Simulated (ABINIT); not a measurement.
Al, 1 atom in the cell. It takes space group Fm-3m (No. 225, cubic). The conventional cell has a = 4.050 Å, b = 4.050 Å, c = 4.050 Å, α = 90.00°, β = 90.00°, γ = 90.00°. Around Al (site symmetry m-3m) lie 12 Al at 2.86 Å. 

* Program: ABINIT 10.8.3 (patched build)
* Task: equation of state
* Functional: HCTH407
* Potentials or basis: PseudoDojo NC SR PBE v0.4.1 standard
* Cutoff: 544 eV
* k mesh: 11 × 11 × 11
* Occupations: fermi-dirac, width 0.05 eV
* Spin: no spin polarisation

Potentials or basis: PseudoDojo NC SR PBE v0.4.1 standard.

Run with:

```sh
$ abinit run.abi > log 2>&1
```

Hardware: 1 thread of Arm Neoverse V2 (shared host).

**Question.** Estimate the wall time of this run.

**Answer.** Wall time 27 s on 1 thread of Arm Neoverse V2, on a shared host, peak memory 0.11 GiB. Counts: scf iterations 79, k points 56, bands 6, plane waves 462.
